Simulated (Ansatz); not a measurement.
Input and command of a calculation in Ansatz (plane waves; scalar-relativistic PAW potentials unless the input names others):

```yaml
crystal:
  lattice:
    - [3.3704421, 0.0, 0.0]
    - [-1.68522105, 2.9188884806, 0.0]
    - [0.0, 0.0, 4.2613059844]
  atoms:
    - { symbol: Al, position: [0.33333333, 0.66666667, 0.75] }
    - { symbol: Al, position: [0.66666667, 0.33333333, 0.25] }
    - { symbol: "N", position: [0.33333333, 0.66666667, 0.25] }
    - { symbol: "N", position: [0.66666667, 0.33333333, 0.75] }
basis:
  ecutwfc: 420
kpoints:
  mp_grid: { grid: [6, 6, 4] }
hamiltonian:
  xc: pbe
scf:
  occupations: { method: gaussian, width: 0.02 }
  algorithm: density_mixing
output:
  forces: true
  eigenvalues: true
  stress: true
```

```bash
ansatz run input.yaml --threads 1 --pin off --max-ram 1331MiB --backend cpu --events-out ev --progress --plain --runs-dir out
```

Abridged log:
```
Pseudopotentials: kind: paw
Pseudopotential: Al, paw, valence charge 3, recommended cutoff 420 eV (normal)
Pseudopotential: N, paw, valence charge 5, recommended cutoff 420 eV (normal)
Functional definition: PBE
Crystal: 4 atoms, lattice volume = 41.922 Å³
Basis set: ecut = 420 eV, 819 PW (Γ), exchange–correlation on 48×48×60 points (8 copies of the dense FFT grid, shifted against one another)
Bands: 12, of which v1, the nominal top of the filled ones, is band 8 counted from 1 (7 counted from 0)
Symmetry: 24 space group operations
Space group: P63/mmc (ITA 194), of the structure as read, at distance tolerance 3.5e-5 Å
k-points: 21 of 144
Initial density: superposition of atomic densities (neutral atoms: chi_scale 0, normalization atom), corrected by the library's trained network
Initial wavefunctions: pseudopotential atomic-orbital guess
Functional: x = pbe(κ = 0.804, μ = 0.21951497), c = pbe(β = 0.06672455)
SCF iter   1: F=—  HF=-1847.988988 eV  |F-HF|=—  |Δ(HF+E_count)|=         —  Δρ=2.16e-3  dr2=1.53e-3  ethr=1.77e-3  ⟨swp⟩=6.3  Hψ=1658  notcnv=0
SCF iter   2: F=—  HF=-1847.989044 eV  |F-HF|=—  |Δ(HF+E_count)|=   5.59e-5  Δρ=8.58e-4  dr2=1.84e-4  ethr=9.58e-6  ⟨swp⟩=2.3  Hψ=659  notcnv=0
SCF iter   3: F=—  HF=-1847.989073 eV  |F-HF|=—  |Δ(HF+E_count)|=   2.86e-5  Δρ=4.01e-4  dr2=2.80e-5  ethr=1.15e-6  ⟨swp⟩=2.1  Hψ=381  notcnv=0
SCF iter   4: F=—  HF=-1847.988683 eV  |F-HF|=—  |Δ(HF+E_count)|=   3.90e-4  Δρ=7.44e-5  dr2=8.81e-7  ethr=1.75e-7  ⟨swp⟩=2.4  Hψ=408  notcnv=0
SCF iter   5: F=-1847.988685 eV  HF=-1847.988685 eV  |F-HF|=2.63e-8  |Δ(HF+E_count)|=   2.13e-6  Δρ=8.65e-6  dr2=1.29e-8  ethr=5.50e-9  ⟨swp⟩=2.4  Hψ=425  notcnv=0
SCF iter   6: F=-1847.988685 eV  HF=-1847.988685 eV  |F-HF|=1.13e-10  |Δ(HF+E_count)|=   2.96e-8  Δρ=6.31e-7  dr2=1.12e-10  ethr=8.05e-11  ⟨swp⟩=1.5  Hψ=785  notcnv=0
SCF 1 converged in 6 iterations: F = -1847.988685 eV  dr2 = 1.12e-10
SCF converged after 6 iterations
Free energy (F): -1847.988685 eV
Harris-Foulkes:  -1847.988685 eV  (|F-HF|=1.13e-10)
Internal energy: -1847.988685 eV  (E = F + TS)
E sigma→0 (E₀):  -1847.988685 eV
Fermi energy:    9.800303 eV
--- Forces (eV/Å), atoms counted from 1 ---
  atom   1  Al     0.00000000     0.00000000     0.00000000
  atom   2  Al     0.00000000     0.00000000     0.00000000
  atom   3  N      0.00000000     0.00000000     0.00000000
  atom   4  N      0.00000000     0.00000000     0.00000000
--- Stress (GPa, compression-positive) ---
      -10.156931       0.000000       0.000000
        0.000000     -10.156931       0.000000
        0.000000       0.000000      -8.362550
  P = ⅓ Tr σ = -9.5588 GPa (-95.588 kbar)
```

Apart from outputs and empty bands, the input differs from a reference run on usual settings in scf.algorithm: not typed → "density_mixing"; kpoints.mp_grid.grid: [9, 9, 6] → [6, 6, 4]. The reference, at the same geometry (not necessarily relaxed), gave pressure -9.55 GPa, largest force 0.000 eV/Å, gap on the mesh 2.87 eV. This run converged in 6 SCF iterations (reference: 6) with an energy at zero smearing 0.09 meV/atom above the reference's, pressure -9.56 GPa, largest force 0.000 eV/Å, gap on the mesh 2.87 eV. Its k mesh is looser than usual, yet energy, pressure and forces hardly moved.